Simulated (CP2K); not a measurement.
## Cu in CP2K: the effect of pseudo set

Cu:

```
Cu
1.0
     4.15887    0.00000    0.00000
    -3.44491    2.32999    0.00000
     0.00000    0.00000    2.47550
Cu
2
Direct
  0.86613 0.13387 0.75000
  0.13387 0.86613 0.25000
```

This isn't the form of Cu at room conditions, which is fcc.

Alike in all runs:

- Program: CP2K 2026.2
- Task: atomic charges
- Functional: PBE
- Density cutoff: 6123 eV
- k mesh: 11 × 11 × 11
- Occupations: fermi-dirac, width 0.05 eV
- Spin: no spin polarisation

| pseudo set | pressure (GPa) | largest force (eV/Å) |
| --- | --- | --- |
| PBE | 9.3 | 0.05 |
| PADE | 7.6 | 0.04 |
| BLYP | ? | ? |
| SCAN | 11.0 | 0.06 |
| PBE0 | 12.5 | 0.07 |

Q: What does the run with pseudo set BLYP give?

A: Pressure 6.2 GPa; largest force 0.03 eV/Å.

Caveats: the basis of atomic orbitals isn't converged, which shifts pressures, moduli and gaps; the potentials were made for another functional, which shifts forces and pressure (some runs).
